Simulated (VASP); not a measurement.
KF: equilibrium volume by level of theory

```
CELL_PARAMETERS angstrom
0.00000 2.65441 2.65441
2.65441 0.00000 2.65441
2.65441 2.65441 0.00000
ATOMIC_POSITIONS crystal
K 0.00000 0.00000 0.00000
F 0.50000 0.50000 0.50000
```

The cell is a database's computed one, not the measured one.

| rung | level | program and potentials | cutoff (eV) | k mesh | equilibrium volume (Å³/atom) | notes |
| --- | --- | --- | --- | --- | --- | --- |
| LDA | LDA | VASP, LDA PAW files F, K_sv, 600 eV | 600 | 8 × 8 × 8 | 17.25 | 8 valence electrons an atom on average |
| GGA | PBE | VASP, PBE PAW files F, K_sv, 600 eV | 600 | 8 × 8 × 8 | 19.93 | 8 valence electrons an atom on average |
| GGA + dispersion | PBE+D3(BJ) | VASP, PBE PAW files F, K_sv, 600 eV | 600 | 8 × 8 × 8 | 19.12 | 8 valence electrons an atom on average |
| GGA | PBEsol | VASP, PBE PAW files F, K_pv, 580 eV | 580 | 8 × 8 × 8 | 19.35 | potentials made for PBE; 7 valence electrons an atom on average |

Task: relaxation of cell and atoms. All rows: no spin polarisation. Meshes are those of the run's cell of 2 atoms unless a note names another. Relaxations start from the cell shown or near it and stop with a little pressure left. Runs on faulty files, with rough fits or with known faults for this quantity aren't shown. No row holds spin-orbit coupling.

By rung: LDA 17.25; GGA 19.35 to 19.93; GGA + dispersion 19.12 (Å³/atom).
